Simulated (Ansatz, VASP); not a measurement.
## PbS in VASP and in Ansatz

Contents of INCAR:

```
PREC     = Accurate       # precision mode
ENCUT    = 520            # plane-wave cutoff, eV
EDIFF    = 1E-7           # SCF threshold, eV
ISMEAR   = -1             # smearing method
SIGMA    = 0.1            # smearing width, eV
LREAL    = False          # projectors in reciprocal space
LASPH    = True           # aspherical terms in the spheres
NELM     = 100            # most SCF steps
ALGO     = Normal         # electronic algorithm
ISIF     = 2              # what is computed and relaxed
LWAVE    = False          # write WAVECAR
LCHARG   = True           # write CHGCAR
GGA      = PE             # functional
LELF     = True           # ELF
LVHAR    = True         
NBANDS   = 17             # bands
```

Contents of KPOINTS:

```
Automatic mesh
0
Gamma
  11 11 11
```

POSCAR

```
PbS
1.0
    3.4994018311      0.0000000000      0.0000000000
    0.0000000000      3.4994018311      0.0000000000
    0.0000000000      0.0000000000      3.4994018311
Pb S
1 1
Direct
    0.0000000000      0.0000000000      0.0000000000
    0.5000000000      0.5000000000      0.5000000000
```

Input for Ansatz:

```yaml
crystal:
  lattice:
    - [3.4994018311, 0.0, 0.0]
    - [0.0, 3.4994018311, 0.0]
    - [0.0, 0.0, 3.4994018311]
  atoms:
    - { symbol: Pb, position: [0.0, 0.0, 0.0] }
    - { symbol: S, position: [0.5, 0.5, 0.5] }
kpoints:
  mp_grid: { grid: [11, 11, 11] }
scf:
  occupations: { method: fermi_dirac, width: 0.1 }
hamiltonian:
  xc: pbe
  pseudopotentials: { kind: paw }
output:
  forces: true
  stress: true
  eigenvalues: true
  populations: true
  write_density: true
  write_potential: true
  elf: true
  volumetric_format: npy
```

Change from the starting cell: volume scaled by 0.88, PAW files.

Alike in both runs: task single point; functional PBE; k mesh 11 × 11 × 11; occupations fermi-dirac, width 0.1 eV; no spin polarisation.

```csv
,VASP,Ansatz
version,VASP 6.6.1,Ansatz 0.2.0
potentials or method,"VASP PAW PBE potentials, release 64 (Pb_d, S)","PAW with Ansatz's default frozen-core files, scalar-relativistic"
plane-wave cutoff (eV),520,420
valence electrons in the cell,20,20
```

```csv
,VASP,Ansatz,Ansatz less VASP
pressure (GPa),9.1,9.2,+0.08
```

The functional is the same, so the differences come from potentials, cutoffs and numerics.

The runs have no spin-orbit coupling, so splittings on Pb are missing.
